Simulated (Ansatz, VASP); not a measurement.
**Ti in VASP and in Ansatz**

```xyz
2
Lattice="2.9391 0.0000 0.0000 -1.4695 2.5453 0.0000 0.0000 0.0000 4.6560" Properties=species:S:1:pos:R:3 pbc="T T T"
Ti    0.0000    1.6969    1.1640
Ti    1.4695    0.8484    3.4920
```

Alike in both runs: task single point; functional PBE; k mesh 12 × 12 × 7; occupations fermi-dirac, width 0.1 eV; non-collinear spin, spin-orbit coupling.

```csv
,VASP,Ansatz
version,VASP 6.6.1,Ansatz 0.2.0
potentials or method,"VASP PAW PBE potentials, release 64 (Ti_sv)","plane waves (420 eV) with PAW, fully relativistic with spin-orbit coupling"
plane-wave cutoff (eV),520,420
valence electrons in the cell,24,24
```

|  | VASP | Ansatz | Ansatz less VASP |
| --- | --- | --- | --- |
| net moment per atom (μB) | 0.00 | 0.00 | 0.000 |
